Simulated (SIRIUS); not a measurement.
# HfN: single point with PBE

The system is HfN.

```
CELL_PARAMETERS angstrom
-0.01806 2.36678 2.29672
2.29740 -0.00179 2.28045
2.17843 2.23154 0.11718
ATOMIC_POSITIONS crystal
Hf 0.00022 0.00009 0.99840
N 0.49978 0.49991 0.50160
```

The cell isn't the ideal one: cell sheared at random, sigma 0.06, atoms nudged by 0.01 Å.

```json
{
  "Program": "SIRIUS 7.10.0",
  "Task": "single point",
  "Functional": "PBE",
  "Potentials or basis": "PseudoDojo 0.4.1 PBE standard (scalar relativistic)",
  "Cutoff": "1152 eV",
  "Density cutoff": "4606 eV",
  "k mesh": "10 × 10 × 11",
  "Occupations": "fermi-dirac, width 0.05 eV",
  "Spin": "no spin polarisation",
  "Libxc names": "[\"XC_GGA_X_PBE\", \"XC_GGA_C_PBE\"]",
  "Energy tol": "1e-08 Ha",
  "Density tol": "1e-06",
  "Mixer": "anderson",
  "Mixing beta": "0.7",
  "Max scf": "100",
  "Radial cutoff for the potentials' integrals": "6.5 bohr"
}
```

```yaml
Pressure: 6.1 GPa
Largest_force: 0.101 eV/Å
Band_gap_on_the_k_mesh: none (metal or under the smearing width)
```

Forces on the atoms (eV/Å):
```
Hf   0.081  0.058 -0.017
N   -0.081 -0.058  0.017
```

Stress tensor (GPa, compression positive):
```
 8.05  7.60 -6.79
 7.60 -2.41 -7.80
-6.79 -7.80 12.61
```

Wall time 6.9 min on 1 thread of Arm Neoverse V2, on a shared host, peak memory 2.3 GiB.

Spin-orbit coupling is left out, which matters for the levels of Hf.
